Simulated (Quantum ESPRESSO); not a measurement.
# MgO (Fm-3m) in Quantum ESPRESSO: settings compared, part 2 of 4

Quantum ESPRESSO 7.5.

## Step 3: Phonons, PBE

pw.in

```
&CONTROL
  calculation = 'scf'
  prefix = 'pwscf'
  outdir = './tmp'
  pseudo_dir = './pseudo'
  tprnfor = .true.
  tstress = .true.
  disk_io = 'low'
/
&SYSTEM
  ibrav = 0
  nat = 2
  ntyp = 2
  ecutwfc = 84
  nbnd = 14
  occupations = 'smearing'
  smearing = 'fd'
  degauss = 0.00367493
/
&ELECTRONS
  conv_thr = 4d-10
  electron_maxstep = 120
  mixing_beta = 0.5
/
ATOMIC_SPECIES
Mg    24.3050 Mg.upf
O     15.9990 O.upf
CELL_PARAMETERS angstrom
   0.0000000000    2.0970013927    2.0970013927
   2.0970013927    0.0000000000    2.0970013927
   2.0970013927    2.0970013927    0.0000000000
ATOMIC_POSITIONS angstrom
Mg     0.0000000000    0.0000000000    0.0000000000
O      2.0970013927    2.0970013927    2.0970013927
K_POINTS automatic
6 6 6 1 1 1
```

relax.in

```
&CONTROL
  calculation = 'vc-relax'
  prefix = 'pwscf'
  outdir = './tmp'
  pseudo_dir = './pseudo'
  tprnfor = .true.
  tstress = .true.
  disk_io = 'low'
  nstep = 40
  forc_conv_thr = 0.0001
  etot_conv_thr = 1d-06
/
&SYSTEM
  ibrav = 0
  nat = 2
  ntyp = 2
  ecutwfc = 84
  nbnd = 14
  occupations = 'smearing'
  smearing = 'fd'
  degauss = 0.00367493
/
&ELECTRONS
  conv_thr = 4d-10
  electron_maxstep = 120
  mixing_beta = 0.5
/
&IONS
  ion_dynamics = 'bfgs'
/
&CELL
  cell_dynamics = 'bfgs'
  press = 0
  press_conv_thr = 0.2
/
ATOMIC_SPECIES
Mg    24.3050 Mg.upf
O     15.9990 O.upf
CELL_PARAMETERS angstrom
   0.0000000000    2.0970013927    2.0970013927
   2.0970013927    0.0000000000    2.0970013927
   2.0970013927    2.0970013927    0.0000000000
ATOMIC_POSITIONS angstrom
Mg     0.0000000000    0.0000000000    0.0000000000
O      2.0970013927    2.0970013927    2.0970013927
K_POINTS automatic
6 6 6 1 1 1
```

scf2.in

```
&CONTROL
  calculation = 'scf'
  prefix = 'pwscf'
  outdir = './tmp'
  pseudo_dir = './pseudo'
  tprnfor = .true.
  tstress = .true.
  disk_io = 'low'
/
&SYSTEM
  ibrav = 0
  nat = 2
  ntyp = 2
  ecutwfc = 84
  nbnd = 14
  occupations = 'fixed'
/
&ELECTRONS
  conv_thr = 1d-13
  electron_maxstep = 120
  mixing_beta = 0.5
  startingpot = 'file'
  startingwfc = 'file'
/
ATOMIC_SPECIES
Mg    24.3050 Mg.upf
O     15.9990 O.upf
CELL_PARAMETERS angstrom
   0.0000000000    2.1257146735    2.1257146735
   2.1257146735    0.0000000000    2.1257146735
   2.1257146735    2.1257146735    0.0000000000
ATOMIC_POSITIONS angstrom
Mg     0.0000000000    0.0000000000    0.0000000000
O      2.1257146735    2.1257146735    2.1257146735
K_POINTS automatic
6 6 6 1 1 1
```

ph.in

```
phonons of MgO
&INPUTPH
  prefix = 'pwscf'
  outdir = './tmp'
  tr2_ph = 1d-18
  fildyn = 'dyn'
  niter_ph = 90
  alpha_mix(1) = 0.7
  epsil = .true.
/
0.0000000000 0.0000000000 0.0000000000
```

dynmat.in

```
&INPUT
  fildyn = 'dyn'
  asr = 'crystal'
  lperm = .true.
  filout = 'dynmat.disp'
  fileig = 'dynmat.eig'
/
```

dynmat_lo.in

```
&INPUT
  fildyn = 'dyn'
  asr = 'crystal'
  filout = 'dynmat_lo.disp'
  fileig = 'dynmat_lo.eig'
  q(1) = 0
  q(2) = 0
  q(3) = 1
/
```

Potentials or basis: PseudoDojo 0.4.1 SR PBE standard.

Started as:

```
$ OMP_NUM_THREADS=1 pw.x -in pw.in > pw.out
$ OMP_NUM_THREADS=1 pw.x -in relax.in > relax.out
$ OMP_NUM_THREADS=1 pw.x -in scf2.in > scf2.out
$ OMP_NUM_THREADS=1 ph.x -in ph.in > ph.out
$ OMP_NUM_THREADS=1 dynmat.x -in dynmat.in > dynmat.out
$ OMP_NUM_THREADS=1 dynmat.x -in dynmat_lo.in > dynmat_lo.out
```

pw.out:

```text
This program is part of the open-source Quantum ESPRESSO suite
     for quantum simulation of materials; please cite
[... 9 lines left out ...]
     --------------------
     sticks:   dense  smooth     PW     G-vecs:    dense   smooth      PW
     Sum         733     733    223                12939    12939    2229

     Using Slab Decomposition

     bravais-lattice index     =            0
     lattice parameter (alat)  =       5.6042  a.u.
     unit-cell volume          =     124.4580 (a.u.)^3
     number of atoms/cell      =            2
     number of atomic types    =            2
     number of electrons       =        16.00
     number of Kohn-Sham states=           14
     kinetic-energy cutoff     =      84.0000  Ry
     charge density cutoff     =     336.0000  Ry
     scf convergence threshold =      4.0E-10
     mixing beta               =       0.5000
     number of iterations used =            8  plain     mixing
[... 229 lines left out ...]
    17.7085  18.5777  21.3764  27.1827  27.2161  34.4433

          k =-0.5303 0.1768-0.0589 (  1628 PWs)   bands (ev):

   -64.0869 -30.9179 -30.8833 -30.8742  -7.6179   4.5329   6.4591   7.0237
    18.3741  19.0943  21.5682  25.9654  27.5205  33.1207

          k =-0.4125 0.0589 0.0589 (  1623 PWs)   bands (ev):
[... 51 lines left out ...]
   -64.0875 -30.9316 -30.8758 -30.8636  -7.6074   3.9784   6.6344   7.4320
    17.3880  20.7166  22.5879  25.3468  29.2089  30.9062

     the Fermi energy is    10.0582 ev

!    total energy              =    -152.10141728 Ry
     estimated scf accuracy    <          3.5E-12 Ry
     smearing contrib. (-TS)   =       0.00000000 Ry
     internal energy E=F+TS    =    -152.10141728 Ry

     The total energy is F=E-TS. E is the sum of the following terms:
     one-electron contribution =     -73.72802618 Ry
     hartree contribution      =      41.31095805 Ry
     xc contribution           =     -24.50958347 Ry
     ewald contribution        =     -95.17476569 Ry

     convergence has been achieved in   9 iterations

     Forces acting on atoms (cartesian axes, Ry/au):

     atom    1 type  1   force =     0.00000000    0.00000000    0.00000000
     atom    2 type  2   force =     0.00000000    0.00000000    0.00000000

     Total force =     0.000000     Total SCF correction =     0.000000

     Computing stress (Cartesian axis) and pressure

          total   stress  (Ry/bohr**3)                   (kbar)     P=       67.47
   0.00045863   0.00000000  -0.00000000           67.47        0.00       -0.00
   0.00000000   0.00045863   0.00000000            0.00       67.47        0.00
  -0.00000000   0.00000000   0.00045863           -0.00        0.00       67.47

=------------------------------------------------------------------------------=
   JOB DONE.
=------------------------------------------------------------------------------=
```

scf2.out:

```text
This program is part of the open-source Quantum ESPRESSO suite
     for quantum simulation of materials; please cite
[... 9 lines left out ...]
     --------------------
     sticks:   dense  smooth     PW     G-vecs:    dense   smooth      PW
     Sum         745     745    241                13539    13539    2397
[... 278 lines left out ...]
   0.00000726  -0.00000000  -0.00000000            1.07       -0.00       -0.00
  -0.00000000   0.00000726  -0.00000000           -0.00        1.07       -0.00
  -0.00000000  -0.00000000   0.00000726           -0.00       -0.00        1.07

=------------------------------------------------------------------------------=
   JOB DONE.
=------------------------------------------------------------------------------=
```

Wall time 4.4 min (1 thread of Arm Neoverse V1, shared host); peak memory 0.05 GiB.

Results:

```yaml
Free_energy: -2069.4614 eV
Relaxed_volume: 9.61 Å³/atom
Relaxed_cell: a = 3.006 Å, b = 3.006 Å, c = 3.006 Å, α = 60.00°, β = 60.00°, γ = 60.00°
Space_group_after_relaxing_to_0.05_Å: Fm-3m (No. 225)
Pressure_after_relaxing: 0.1 GPa
Electronic_dielectric_tensor_diagonal: 3.23
Born_charges_mean_of_the_diagonal: Mg +2.00; O -2.00 e
Highest_phonon_frequency_at_Γ_LO-TO_splitting_left_out: 371 cm⁻¹
Static_dielectric_tensor_diagonal: 10.90
```

The path:
| step | energy change (eV) | largest force (eV/Å) | pressure (GPa) | volume (Å³) |
| --- | --- | --- | --- | --- |
| 1 | 0.0000 | 0.0000 | 6.75 | 18.44 |
| 2 | -0.0153 | 0.0000 | 1.02 | 19.08 |
| 3 | -0.0157 | 0.0000 | 0.06 | 19.20 |
| 4 | -0.0157 | 0.0000 | 0.00 | 19.21 |

Final structure:
```
Mg O
1.0
     0.00000    2.12571    2.12571
     2.12571    0.00000    2.12571
     2.12571    2.12571    0.00000
Mg O
1 1
Direct
  0.00000 0.00000 0.00000
  0.50000 0.50000 0.50000
```

Levels at points of the mesh, in eV from the valence-band top:
| k point | band 5 | band 6 | band 7 | band 8 | band 9 | band 10 | band 11 | band 12 |
| --- | --- | --- | --- | --- | --- | --- | --- | --- |
| (0.08, 0.08, 0.08) | -16.93 | -0.42 | 0.00 | 0.00 | 5.00 | 14.85 | 16.00 | 16.00 |

Phonon frequencies in cm⁻¹ (negative: imaginary):
```
              q point           frequencies
(0.000, 0.000, 0.000)  59 59 59 371 371 371
```

Electronic dielectric tensor:
```
3.23 0.00 0.00
0.00 3.23 0.00
0.00 0.00 3.23
```

Born effective charge tensors (e):
atom 1, Mg
```
2.00 0.00 0.00
0.00 2.00 0.00
0.00 0.00 2.00
```
atom 2, O
```
-2.00  0.00  0.00
 0.00 -2.00  0.00
 0.00  0.00 -2.00
```

Optical modes at Γ, degenerate ones joined, polar ones without the macroscopic field:
```
cm⁻¹  components  symmetry  active in  IR intensity, summed ((D/Å)²/amu)
 372           3       T1u         IR                              28.72
```

Zone-centre frequencies without and with the macroscopic field along z (cm⁻¹):
```
                optical modes in rising order
       without                    372 372 372
with the field                    372 372 684
```

Static dielectric tensor, electrons and zone-centre modes:
```
10.90  0.00  0.00
 0.00 10.90  0.00
 0.00  0.00 10.90
```

Caveat: before the sum rule the acoustic modes lie tens of cm⁻¹ from zero, a sign that the density grid also shifts the optical modes.

## Step 4: Phonons, PBEsol

pw.in is that of step 3.

relax.in is that of step 3.

Changes to scf2.in since step 3:

```diff
@@ -28,8 +28,8 @@
 CELL_PARAMETERS angstrom
-   0.0000000000    2.1257146735    2.1257146735
-   2.1257146735    0.0000000000    2.1257146735
-   2.1257146735    2.1257146735    0.0000000000
+   0.0000000000    2.1066162333    2.1066162333
+   2.1066162333    0.0000000000    2.1066162333
+   2.1066162333    2.1066162333    0.0000000000
 ATOMIC_POSITIONS angstrom
 Mg     0.0000000000    0.0000000000    0.0000000000
-O      2.1257146735    2.1257146735    2.1257146735
+O      2.1066162333    2.1066162333    2.1066162333
 K_POINTS automatic
```

ph.in is that of step 3.

dynmat.in is that of step 3.

dynmat_lo.in is that of step 3.

Potentials or basis: PseudoDojo 0.4.1 SR PBEsol standard.

Started as:

```
$ OMP_NUM_THREADS=1 pw.x -in pw.in > pw.out
$ OMP_NUM_THREADS=1 pw.x -in relax.in > relax.out
$ OMP_NUM_THREADS=1 pw.x -in scf2.in > scf2.out
$ OMP_NUM_THREADS=1 ph.x -in ph.in > ph.out
$ OMP_NUM_THREADS=1 dynmat.x -in dynmat.in > dynmat.out
$ OMP_NUM_THREADS=1 dynmat.x -in dynmat_lo.in > dynmat_lo.out
```

pw.out:

```text
This program is part of the open-source Quantum ESPRESSO suite
     for quantum simulation of materials; please cite
[... 9 lines left out ...]
     --------------------
     sticks:   dense  smooth     PW     G-vecs:    dense   smooth      PW
     Sum         733     733    223                12939    12939    2229

     Using Slab Decomposition

     bravais-lattice index     =            0
     lattice parameter (alat)  =       5.6042  a.u.
     unit-cell volume          =     124.4580 (a.u.)^3
     number of atoms/cell      =            2
     number of atomic types    =            2
     number of electrons       =        16.00
     number of Kohn-Sham states=           14
     kinetic-energy cutoff     =      84.0000  Ry
     charge density cutoff     =     336.0000  Ry
     scf convergence threshold =      4.0E-10
     mixing beta               =       0.5000
     number of iterations used =            8  plain     mixing
     Exchange-correlation= PBESOL
                           (   1   4  10   8   0   0   0)

     celldm(1)=   5.604187  celldm(2)=   0.000000  celldm(3)=   0.000000
     celldm(4)=   0.000000  celldm(5)=   0.000000  celldm(6)=   0.000000

     crystal axes: (cart. coord. in units of alat)
               a(1) = (   0.000000   0.707107   0.707107 )
               a(2) = (   0.707107   0.000000   0.707107 )
               a(3) = (   0.707107   0.707107   0.000000 )

     reciprocal axes: (cart. coord. in units 2 pi/alat)
               b(1) = ( -0.707107  0.707107  0.707107 )
               b(2) = (  0.707107 -0.707107  0.707107 )
               b(3) = (  0.707107  0.707107 -0.707107 )

[... 68 lines left out ...]
     starting charge      15.9992, renormalised to      16.0000
     Starting wfcs are    9 randomized atomic wfcs +    5 random wfcs

     Self-consistent Calculation

     iteration #  1     ecut=    84.00 Ry     beta= 0.50
     Davidson diagonalization with overlap
     ethr =  1.00E-02,  avg # of iterations =  5.1

     total energy              =    -151.71916042 Ry
     estimated scf accuracy    <       0.35040945 Ry
[... 50 lines left out ...]
     iteration #  9     ecut=    84.00 Ry     beta= 0.50
     Davidson diagonalization with overlap
     ethr =  7.82E-12,  avg # of iterations =  2.0

     End of self-consistent calculation

          k = 0.0589 0.0589 0.0589 (  1624 PWs)   bands (ev):

   -63.7928 -30.7431 -30.7374 -30.7374  -9.0260   7.6194   8.0475   8.0475
    13.3413  22.9481  24.1270  24.1270  29.0154  29.2215
[... 73 lines left out ...]
   -63.7809 -30.8128 -30.7698 -30.7662  -7.5081   4.0432   6.5317   6.7679
    17.3934  18.3459  21.1230  26.9170  26.9490  34.2305

          k =-0.5303 0.1768-0.0589 (  1628 PWs)   bands (ev):

   -63.7823 -30.8056 -30.7697 -30.7603  -7.6509   4.3583   6.3103   6.8876
    18.1081  18.8341  21.3119  25.7009  27.2466  32.8499

          k =-0.4125 0.0589 0.0589 (  1623 PWs)   bands (ev):
[... 51 lines left out ...]
   -63.7829 -30.8197 -30.7620 -30.7494  -7.6396   3.7971   6.4875   7.3024
    17.1176  20.4773  22.3306  25.0769  28.9272  30.6137

     the Fermi energy is     9.9747 ev

!    total energy              =    -151.82405076 Ry
     estimated scf accuracy    <          1.6E-11 Ry
     smearing contrib. (-TS)   =       0.00000000 Ry
     internal energy E=F+TS    =    -151.82405076 Ry

     The total energy is F=E-TS. E is the sum of the following terms:
     one-electron contribution =     -73.69342097 Ry
     hartree contribution      =      41.14588979 Ry
     xc contribution           =     -24.10175389 Ry
     ewald contribution        =     -95.17476569 Ry

     convergence has been achieved in   9 iterations

     Forces acting on atoms (cartesian axes, Ry/au):

     atom    1 type  1   force =     0.00000000    0.00000000   -0.00000000
     atom    2 type  2   force =    -0.00000000   -0.00000000    0.00000000

     Total force =     0.000000     Total SCF correction =     0.000000

     Computing stress (Cartesian axis) and pressure

          total   stress  (Ry/bohr**3)                   (kbar)     P=       22.55
   0.00015329   0.00000000  -0.00000000           22.55        0.00       -0.00
   0.00000000   0.00015329  -0.00000000            0.00       22.55       -0.00
  -0.00000000  -0.00000000   0.00015329           -0.00       -0.00       22.55

=------------------------------------------------------------------------------=
   JOB DONE.
=------------------------------------------------------------------------------=
```

relax.out:

```text
This program is part of the open-source Quantum ESPRESSO suite
     for quantum simulation of materials; please cite
[... 9 lines left out ...]
     --------------------
     sticks:   dense  smooth     PW     G-vecs:    dense   smooth      PW
     Sum         733     733    223                12939    12939    2229
[... 1400 lines left out ...]
   0.00000198  -0.00000000  -0.00000000            0.29       -0.00       -0.00
  -0.00000000   0.00000198   0.00000000           -0.00        0.29        0.00
  -0.00000000  -0.00000000   0.00000198           -0.00       -0.00        0.29

=------------------------------------------------------------------------------=
   JOB DONE.
=------------------------------------------------------------------------------=
```

scf2.out:

```text
This program is part of the open-source Quantum ESPRESSO suite
     for quantum simulation of materials; please cite
[... 9 lines left out ...]
     --------------------
     sticks:   dense  smooth     PW     G-vecs:    dense   smooth      PW
     Sum         745     745    235                13323    13323    2277
[... 292 lines left out ...]
   0.00000200  -0.00000000  -0.00000000            0.29       -0.00       -0.00
  -0.00000000   0.00000200  -0.00000000           -0.00        0.29       -0.00
  -0.00000000  -0.00000000   0.00000200           -0.00       -0.00        0.29

=------------------------------------------------------------------------------=
   JOB DONE.
=------------------------------------------------------------------------------=
```

Wall time 4.1 min (1 thread of Arm Neoverse V1, shared host); peak memory 0.06 GiB.

Results:

* Free energy: -2065.6733 eV
* Relaxed volume: 9.35 Å³/atom
* Relaxed cell: a = 2.979 Å, b = 2.979 Å, c = 2.979 Å, α = 60.00°, β = 60.00°, γ = 60.00°
* Space group after relaxing (to 0.05 Å): Fm-3m (No. 225)
* Pressure after relaxing: 0.0 GPa
* Electronic dielectric tensor (diagonal): 3.23
* Born charges (mean of the diagonal): Mg +1.99; O -1.99 e
* Highest phonon frequency at Γ, LO-TO splitting left out: 386 cm⁻¹
* Most unstable mode: 24i cm⁻¹
* Static dielectric tensor (diagonal): 10.43

The path:
| step | energy change (eV) | largest force (eV/Å) | pressure (GPa) | volume (Å³) |
| --- | --- | --- | --- | --- |
| 1 | 0.0000 | 0.0000 | 2.25 | 18.44 |
| 2 | -0.0017 | 0.0000 | 0.36 | 18.66 |
| 3 | -0.0018 | 0.0000 | 0.01 | 18.70 |
| 4 | -0.0018 | 0.0000 | 0.00 | 18.70 |

Final structure:
```
Mg O
1.0
     0.00000    2.10662    2.10662
     2.10662    0.00000    2.10662
     2.10662    2.10662    0.00000
Mg O
1 1
Direct
  0.00000 0.00000 0.00000
  0.50000 0.50000 0.50000
```

Levels at points of the mesh, in eV from the valence-band top:
```
           k point  band 5  band 6  band 7  band 8  band 9  band 10  band 11  band 12
(0.08, 0.08, 0.08)  -17.01   -0.43    0.00    0.00    5.16    14.82    16.00    16.00
```

Phonon frequencies in cm⁻¹ (negative: imaginary):
```tsv
q point	frequencies
(0.000, 0.000, 0.000)	-24 -24 -24 386 386 386
```

Electronic dielectric tensor:
```
3.23 0.00 0.00
0.00 3.23 0.00
0.00 0.00 3.23
```

Born effective charge tensors (e):
atom 1, Mg
```
1.99 0.00 0.00
0.00 1.99 0.00
0.00 0.00 1.99
```
atom 2, O
```
-1.99  0.00  0.00
 0.00 -1.99  0.00
 0.00  0.00 -1.99
```

Optical modes at Γ, degenerate ones joined, polar ones without the macroscopic field:
```csv
cm⁻¹,components,symmetry,active in,"IR intensity, summed ((D/Å)²/amu)"
386,3,T1u,IR,28.28
```

Zone-centre frequencies without and with the macroscopic field along z (cm⁻¹):
|  | optical modes in rising order |
| --- | --- |
| without | 386 386 386 |
| with the field | 386 386 694 |

Static dielectric tensor, electrons and zone-centre modes:
```
10.43  0.00  0.00
 0.00 10.43  0.00
 0.00  0.00 10.43
```

(Part 2 of 4 ends here.)
